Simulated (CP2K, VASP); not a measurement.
This is a calculation of Be (Beryllium) for VASP 6.6.1. 

Contents of INCAR:

```
PREC = Accurate
ENCUT = 520
EDIFF = 1E-6
ISMEAR = 0
SIGMA = 0.05
LREAL = F
LASPH = T
NELM = 60
ALGO = Normal
ISIF = 2
LWAVE = F
LCHARG = T
GGA = CA
LELF = T
LVHAR = T
```

The input KPOINTS:

```
regular mesh
0
Gamma
  13 13 8
```

File POSCAR:

```
Be
1.0
    2.2853000000      0.0000000000      0.0000000000
   -1.1426500000      1.9791278553      0.0000000000
    0.0000000000      0.0000000000      3.5842000000
Be
2
Cartesian
    1.1426500001      0.6597092850      2.6881500000
   -0.0000000001      1.3194185703      0.8960500000
```

Potentials or basis: VASP PAW LDA potentials, release 64 (Be_sv).

The run is started by

```console
$ cat potpaw_LDA.64/Be_sv/POTCAR > POTCAR
$ mpirun -np 1 vasp_std > vasp.out
```

Problem. What does the same run look like in CP2K 2026.2? Potentials or basis there: GTH_POTENTIALS Be GTH-PADE-q4; TZVP-MOLOPT-PBE-GTH basis.

Solution. As run (cutoffs and basis follow the program's own potentials, and thresholds, step limits or extra output files can differ):

The input be_scf.inp:

```
&GLOBAL
  PROJECT be_scf
  RUN_TYPE ENERGY_FORCE
  PRINT_LEVEL LOW
&END GLOBAL
&FORCE_EVAL
  METHOD QS
  STRESS_TENSOR ANALYTICAL
  &DFT
    BASIS_SET_FILE_NAME BASIS_MOLOPT_UZH
    POTENTIAL_FILE_NAME GTH_POTENTIALS
    &MGRID
      CUTOFF 850
      REL_CUTOFF 60
      NGRIDS 5
    &END MGRID
    &QS
      METHOD GPW
      EPS_DEFAULT 1.0E-10
    &END QS
    &KPOINTS
      SCHEME MONKHORST-PACK 13 13 8
      GAMMA_CENTERED T
      SYMMETRY T
      SYMMETRY_BACKEND SPGLIB
    &END KPOINTS
    &SCF
      SCF_GUESS ATOMIC
      EPS_SCF 1.0E-6
      MAX_SCF 100
      ADDED_MOS 10
      CHOLESKY OFF
      EPS_EIGVAL 1.0E-7
      &DIAGONALIZATION ON
        ALGORITHM STANDARD
      &END DIAGONALIZATION
      &MIXING ON
        METHOD BROYDEN_MIXING
        ALPHA 0.4
        BETA 1.5
        NBUFFER 8
      &END MIXING
      &SMEAR ON
        METHOD GAUSSIAN
        SIGMA [eV] 0.05
      &END SMEAR
    &END SCF
    &XC
      &XC_FUNCTIONAL
        &LDA_X
        &END LDA_X
        &LDA_C_PW
        &END LDA_C_PW
      &END XC_FUNCTIONAL
    &END XC
    &PRINT
      &KPOINTS ON
      &END KPOINTS
      &MULLIKEN ON
      &END MULLIKEN
      &MO ON
        ENERGIES T
        OCCUPATION_NUMBERS T
        &EACH
          QS_SCF 0
        &END EACH
        ADD_LAST NUMERIC
      &END MO
      &LOWDIN ON
      &END LOWDIN
      &HIRSHFELD ON
        SHAPE_FUNCTION DENSITY
      &END HIRSHFELD
    &END PRINT
  &END DFT
  &SUBSYS
    &CELL
      A 2.2853000000 0.0000000000 0.0000000000
      B -1.1426500000 1.9791278553 0.0000000000
      C 0.0000000000 0.0000000000 3.5842000000
      PERIODIC XYZ
    &END CELL
    &COORD
      SCALED
      Be  0.6666666667 0.3333333333 0.7500000000
      Be  0.3333333333 0.6666666667 0.2500000000
    &END COORD
    &KIND Be
      BASIS_SET TZVP-MOLOPT-PBE-GTH-q4
      POTENTIAL GTH-PADE-q4
    &END KIND
    &PRINT
      &ATOMIC_COORDINATES ON
      &END ATOMIC_COORDINATES
      &CELL ON
      &END CELL
    &END PRINT
  &END SUBSYS
  &PRINT
    &FORCES ON
    &END FORCES
    &STRESS_TENSOR ON
    &END STRESS_TENSOR
  &END PRINT
&END FORCE_EVAL
```

Potentials or basis: GTH_POTENTIALS Be GTH-PADE-q4; TZVP-MOLOPT-PBE-GTH basis.

Launch:

```sh
$ OMP_NUM_THREADS=1 cp2k.psmp -i be_scf.inp -o be_scf.out
```

Both were run:

|  | VASP | CP2K |
| --- | --- | --- |
| Pressure | -7.8 GPa | -7.6 GPa |

The two programs' LDA may be different fits to the electron gas.

The two runs disagree by more than potentials and bases usually give (in gap, levels, pressure or energy); the cause wasn't traced.

Pressure is positive in compression.
